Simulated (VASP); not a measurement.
# Al (Fm-3m) in VASP: a series of runs

Runs on Al. Level: PBE. Tasks: relaxation of cell and atoms.

Everything below comes from runs of VASP 6.6.1. Logs are shortened: lines on timing, memory, paths and dates and some standing lists are left out, and cuts for length are marked.

**1. Starting point**

Symmetry: Fm-3m, No. 225, cubic system. Conventional cell: a = 4.050 Å, b = 4.050 Å, c = 4.050 Å, α = 90.00°, β = 90.00°, γ = 90.00°. Al (site symmetry m-3m) has 12 Al at 2.86 Å as nearest neighbours.

**2. Relaxation of cell and atoms, PBE**

File INCAR:

```
ALGO     = Fast           # electronic algorithm
EDIFF    = 1E-7           # SCF threshold, eV
EDIFFG   = -0.002         # ionic threshold
ENCUT    = 520            # plane-wave cutoff, eV
GGA      = PE             # functional
IBRION   = 2              # ionic algorithm
ISIF     = 3              # what is computed and relaxed
ISMEAR   = 0              # smearing method
LASPH    = T              # aspherical terms in the spheres
LCHARG   = F              # write CHGCAR
LREAL    = F              # projectors in reciprocal space
LWAVE    = F              # write WAVECAR
NELM     = 4              # most SCF steps
NSW      = 80             # ionic steps
PREC     = Accurate       # precision mode
SIGMA    = 0.1            # smearing width, eV
```

File KPOINTS:

```
k-points
0
Gamma
  18 18 18
```

File POSCAR:

```
Al
1.0
    0.0000000000      2.0248050000      2.0248050000
    2.0248050000      0.0000000000      2.0248050000
    2.0248050000      2.0248050000      0.0000000000
Al
1
Direct
    0.0000000000      0.0000000000      0.0000000000
```

Potentials or basis: VASP PAW PBE potentials, release 64 (Al).

Started as:

```
$ cat potpaw_PBE.64/Al/POTCAR > POTCAR
$ mpirun -np 1 vasp_std > vasp.out
```

OUTCAR:

```text
EDIFF = 1E-7
   EDIFFG = -0.002
   ENCUT = 520
   GGA = PE
   IBRION = 2
   ISIF = 3
   ISMEAR = 0
   LASPH = T
   LREAL = F
   NELM = 4
   NSW = 80
   PREC = Accurate

 ion  position               nearest neighbor table
   1  0.000  0.000  0.000-

  LATTYP: Found a face centered cubic cell.
 ALAT       =     4.0496100000

  Lattice vectors:

 A1 = (   0.0000000000,   2.0248050000,   2.0248050000)
 A2 = (   2.0248050000,   0.0000000000,   2.0248050000)
 A3 = (   2.0248050000,   2.0248050000,   0.0000000000)

Analysis of symmetry for initial positions (statically):
=====================================================================
 Subroutine PRICEL returns:
 Original cell was already a primitive cell.

 Routine SETGRP: Setting up the symmetry group for a
 face centered cubic supercell.

 Subroutine GETGRP returns: Found 48 space group operations
 (whereof 48 operations were pure point group operations)
 out of a pool of 48 trial point group operations.

The static configuration has the point symmetry O_h .

Analysis of symmetry for dynamics (positions and initial velocities):
=====================================================================
 Subroutine PRICEL returns:
 Original cell was already a primitive cell.

 Routine SETGRP: Setting up the symmetry group for a
 face centered cubic supercell.

 Subroutine GETGRP returns: Found 48 space group operations
 (whereof 48 operations were pure point group operations)
 out of a pool of 48 trial point group operations.

The dynamic configuration has the point symmetry O_h .

 Subroutine INISYM returns: Found 48 space group operations
 (whereof 48 operations are pure point group operations),
 and found     1 'primitive' translations

----------------------------------------------------------------------------------------

                                     Primitive cell

  volume of cell :      16.6027

  direct lattice vectors                    reciprocal lattice vectors
     0.000000000  2.024805000  2.024805000    -0.246937359  0.246937359  0.246937359
     2.024805000  0.000000000  2.024805000     0.246937359 -0.246937359  0.246937359
     2.024805000  2.024805000  0.000000000     0.246937359  0.246937359 -0.246937359

  length of vectors
[... 115 lines left out ...]
  energy-cutoff  :      520.00
  volume of cell :       16.60
 maximum number of plane-waves:       459
 NGX is ok and might be reduce to    24
   NGX = 11   NGY = 11   NGZ = 11

--------------------------------------- Ionic step        1  -------------------------------------------

 number of electron       3.0000000 magnetization

 Free energy of the ion-electron system (eV)
  ---------------------------------------------------
  ext. energy  EPLUGINS =         0.00000000
  ---------------------------------------------------
  free energy    TOTEN  =        -3.76672340 eV

  energy without entropy =       -3.76379049  energy(sigma->0) =       -3.76525695

------------------------ aborting loop EDIFF was not reached (unconverged)  ----------------------------

  FORCE on cell =-STRESS in cart. coord.  units (eV):
  Direction    XX          YY          ZZ          XY          YZ          ZX
  --------------------------------------------------------------------------------------
  -------------------------------------------------------------------------------------
  Total       -0.3616393     -0.3616393     -0.3616393      0.0000000     -0.0000000      0.0000000
  in kB      -34.8984880    -34.8984880    -34.8984880      0.0000000     -0.0000000      0.0000000
  external PRESSURE =     -34.8984880 kB  Pullay stress =       0.0000000 kB
[... 162 lines left out ...]
--------------------------------------- Ionic step        6  -------------------------------------------

 number of electron       3.0000000 magnetization

------------------------ aborting loop because EDIFF is reached ----------------------------------------

  FORCE on cell =-STRESS in cart. coord.  units (eV):
  Direction    XX          YY          ZZ          XY          YZ          ZX
  --------------------------------------------------------------------------------------
  -------------------------------------------------------------------------------------
  Total        0.0034022      0.0034022      0.0034022     -0.0000000     -0.0000000      0.0000000
  in kB        0.3306371      0.3306371      0.3306371     -0.0000000     -0.0000000      0.0000000
  external PRESSURE =       0.3306371 kB  Pullay stress =       0.0000000 kB
[... 22 lines left out ...]
--------------------------------------- Ionic step        7  -------------------------------------------

 number of electron       3.0000000 magnetization

 Free energy of the ion-electron system (eV)
  ---------------------------------------------------
  ext. energy  EPLUGINS =         0.00000000
  ---------------------------------------------------
  free energy    TOTEN  =        -3.74453758 eV

  energy without entropy =       -3.74161032  energy(sigma->0) =       -3.74307395

 E-fermi :   7.9960     XC(G=0): -10.1981

 val. band max:        7.9893706876   @ k =  -0.2778   0.2778   0.0556
 cond. band min:       7.9964692103   @ k =  -0.2778   0.5000   0.2222
 fundamental gap:      0.0070985227
 Fermi energy:         7.9959568650

 k-point     1 :       0.0000    0.0000    0.0000
  band No.  band energies     occupation
      1      -3.1327      2.00000
      2      20.6263      0.00000
      3      20.6263      0.00000
      4      20.6263      0.00000
      5      22.1216      0.00000
[... 177 lines left out ...]
 k-point    24 :      -0.2222    0.0556    0.0000
  band No.  band energies     occupation
      1      -1.4910      2.00000
      2      11.8465      0.00000
      3      17.2922      0.00000
      4      20.1445      0.00000
      5      21.8904      0.00000

 [... further k-points ...]

------------------------ aborting loop because EDIFF is reached ----------------------------------------

  FORCE on cell =-STRESS in cart. coord.  units (eV):
  Direction    XX          YY          ZZ          XY          YZ          ZX
  --------------------------------------------------------------------------------------
  -------------------------------------------------------------------------------------
  Total        0.0003772      0.0003772      0.0003772      0.0000000     -0.0000000      0.0000000
  in kB        0.0366395      0.0366395      0.0366395      0.0000000     -0.0000000      0.0000000
  external PRESSURE =       0.0366395 kB  Pullay stress =       0.0000000 kB
[... 16 lines left out ...]
  FREE ENERGIE OF THE ION-ELECTRON SYSTEM (eV)
  ---------------------------------------------------
  free  energy   TOTEN  =        -3.7445375817 eV

  energy  without entropy=       -3.7416103199  energy(sigma->0) =       -3.74307395

 reached required accuracy - stopping structural energy minimisation
```

OSZICAR:

```text
N       E                     dE             d eps       ncg     rms          rms(c)
DAV:   1    -0.168338794549E+01   -0.16834E+01   -0.87954E+02  2045   0.327E+02
DAV:   2    -0.374426252738E+01   -0.20609E+01   -0.19419E+01  2515   0.306E+01
DAV:   3    -0.376664654614E+01   -0.22384E-01   -0.22045E-01  2615   0.351E+00
[... 30 lines left out ...]
RMM:   4    -0.374453685054E+01    0.50084E-07   -0.78303E-08  1085   0.272E-03
   6 F= -.37445369E+01 E0= -.37430719E+01  d E =0.221866E-01
       N       E                     dE             d eps       ncg     rms          rms(c)
DAV:   1    -0.374453764905E+01   -0.74842E-06   -0.84686E-06  2635   0.188E-02    0.155E-03
RMM:   2    -0.374453758166E+01    0.67384E-07   -0.56732E-08  1073   0.230E-03
   7 F= -.37445376E+01 E0= -.37430740E+01  d E =0.221858E-01
```

Wall time 22 s (1 thread of Intel Xeon Platinum 8488C (Sapphire Rapids), shared host); peak memory 0.14 GiB.

What came out:

- Free energy: -3.7445 eV
- Relaxed volume: 16.49 Å³/atom
- Relaxed cell: a = 2.857 Å, b = 2.857 Å, c = 2.857 Å, α = 60.00°, β = 60.00°, γ = 60.00°
- Space group after relaxing (to 0.05 Å): Fm-3m (No. 225)
- Energy gained by relaxing: -22.2 meV/atom
- Ionic steps: 7
- Pressure after relaxing: 0.0 GPa
- Band gap on the k mesh: none (metal or under the smearing width)

The path:
```
step  energy change (eV)  largest force (eV/Å)  pressure (GPa)  volume (Å³)
   1              0.0000                0.0000           -3.49        16.60
   2              0.0309                0.0000            3.92        15.75
   3              0.0236                0.0000            1.49        16.19
   4              0.0227                0.0000            0.88        16.31
   5              0.0222                0.0000            0.19        16.45
   6              0.0222                0.0000            0.03        16.49
   7              0.0222                0.0000            0.00        16.49
```

Final structure:
```yaml
crystal:
  lattice:
    - [0.00000, 2.02033, 2.02033]
    - [2.02033, 0.00000, 2.02033]
    - [2.02033, 2.02033, 0.00000]
  atoms:
    - { symbol: Al, position: [0.00000, 0.00000, 0.00000] }
```

**3. Relaxation of cell and atoms, PBE**

This run uses another cell than the first one, of 16.49 Å³/atom, 0.993 times its volume.

INCAR is that of step 2.

KPOINTS is that of step 2.

File POSCAR:

```
Al                                      
1.0
    0.0000000000      2.0203258255      2.0203258255
    2.0203258255      0.0000000000      2.0203258255
    2.0203258255      2.0203258255     -0.0000000000
  Al            
     1
Direct
     0.0000000000000000    0.0000000000000000    0.0000000000000000
```

Potentials or basis: VASP PAW PBE potentials, release 64 (Al).

Started as:

```
$ cat potpaw_PBE.64/Al/POTCAR > POTCAR
$ mpirun -np 1 vasp_std > vasp.out
```

OUTCAR:

```text
EDIFF = 1E-7
   EDIFFG = -0.002
   ENCUT = 520
   GGA = PE
   IBRION = 2
   ISIF = 3
   ISMEAR = 0
   LASPH = T
   LREAL = F
   NELM = 4
   NSW = 80
   PREC = Accurate

 ion  position               nearest neighbor table
   1  0.000  0.000  0.000-

  LATTYP: Found a face centered cubic cell.
 ALAT       =     4.0406516510

  Lattice vectors:

 A1 = (   0.0000000000,   2.0203258255,   2.0203258255)
 A2 = (   2.0203258255,   0.0000000000,   2.0203258255)
 A3 = (   2.0203258255,   2.0203258255,   0.0000000000)

Analysis of symmetry for initial positions (statically):
=====================================================================
 Subroutine PRICEL returns:
 Original cell was already a primitive cell.

 Routine SETGRP: Setting up the symmetry group for a
 face centered cubic supercell.

 Subroutine GETGRP returns: Found 48 space group operations
 (whereof 48 operations were pure point group operations)
 out of a pool of 48 trial point group operations.

The static configuration has the point symmetry O_h .

Analysis of symmetry for dynamics (positions and initial velocities):
=====================================================================
 Subroutine PRICEL returns:
 Original cell was already a primitive cell.
[... 264 lines left out ...]

 number of electron       3.0000000 magnetization

------------------------ aborting loop because EDIFF is reached ----------------------------------------
[... 65 lines left out ...]
--------------------------------------- Ionic step       10  -------------------------------------------

 number of electron       3.0000000 magnetization

 Free energy of the ion-electron system (eV)
  ---------------------------------------------------
  ext. energy  EPLUGINS =         0.00000000
  ---------------------------------------------------
  free energy    TOTEN  =        -3.74453180 eV

  energy without entropy =       -3.74160378  energy(sigma->0) =       -3.74306779

 E-fermi :   7.9971     XC(G=0): -10.1985

 val. band max:        7.9905067815   @ k =  -0.2778   0.2778   0.0556
 cond. band min:       7.9975291242   @ k =  -0.2778   0.5000   0.2222
 fundamental gap:      0.0070223427
 Fermi energy:         7.9971472800

 k-point     1 :       0.0000    0.0000    0.0000
  band No.  band energies     occupation
      1      -3.1323      2.00000
      2      20.6282      0.00000
      3      20.6282      0.00000
      4      20.6282      0.00000
      5      22.1243      0.00000
[... 177 lines left out ...]
 k-point    24 :      -0.2222    0.0556    0.0000
  band No.  band energies     occupation
      1      -1.4905      2.00000
      2      11.8480      0.00000
      3      17.2941      0.00000
      4      20.1466      0.00000
      5      21.8926      0.00000

 [... further k-points ...]

------------------------ aborting loop because EDIFF is reached ----------------------------------------

  FORCE on cell =-STRESS in cart. coord.  units (eV):
  Direction    XX          YY          ZZ          XY          YZ          ZX
  --------------------------------------------------------------------------------------
  -------------------------------------------------------------------------------------
  Total        0.0010893      0.0010893      0.0010893      0.0000000      0.0000000      0.0000000
  in kB        0.1058272      0.1058272      0.1058272      0.0000000      0.0000000      0.0000000
  external PRESSURE =       0.1058272 kB  Pullay stress =       0.0000000 kB
[... 16 lines left out ...]
  FREE ENERGIE OF THE ION-ELECTRON SYSTEM (eV)
  ---------------------------------------------------
  free  energy   TOTEN  =        -3.7445318041 eV

  energy  without entropy=       -3.7416037811  energy(sigma->0) =       -3.74306779

 reached required accuracy - stopping structural energy minimisation
```

It took 31 s on 1 thread of Intel Xeon Platinum 8488C (Sapphire Rapids), shared host; peak memory 0.15 GiB.

Results:

```yaml
Free_energy: -3.7445 eV
Relaxed_volume: 16.49 Å³/atom
Relaxed_cell: a = 2.857 Å, b = 2.857 Å, c = 2.857 Å, α = 60.00°, β = 60.00°, γ = 60.00°
Space_group_after_relaxing_to_0.05_Å: Fm-3m (No. 225)
Energy_gained_by_relaxing: -22.5 meV/atom
Ionic_steps: 10
Pressure_after_relaxing: 0.0 GPa
Band_gap_on_the_k_mesh: none (metal or under the smearing width)
```

Step by step:
| step | energy change (eV) | largest force (eV/Å) | pressure (GPa) | volume (Å³) |
| --- | --- | --- | --- | --- |
| 1 | 0.0000 | 0.0000 | -2.99 | 16.49 |
| 2 | 0.0307 | 0.0000 | 3.80 | 15.77 |
| 3 | 0.0241 | 0.0000 | 1.61 | 16.16 |
| 4 | 0.0232 | 0.0000 | 1.04 | 16.28 |
| 5 | 0.0225 | 0.0000 | 0.28 | 16.43 |
| 6 | 0.0225 | 0.0000 | 0.14 | 16.46 |
| 7 | 0.0225 | 0.0000 | 0.07 | 16.48 |
| 8 | 0.0225 | 0.0000 | 0.04 | 16.49 |
| 9 | 0.0225 | 0.0000 | 0.02 | 16.49 |
| 10 | 0.0225 | 0.0000 | 0.01 | 16.49 |

Final structure:
```
CELL_PARAMETERS angstrom
0.00000 2.02025 2.02025
2.02025 0.00000 2.02025
2.02025 2.02025 0.00000
ATOMIC_POSITIONS crystal
Al 0.00000 0.00000 0.00000
```
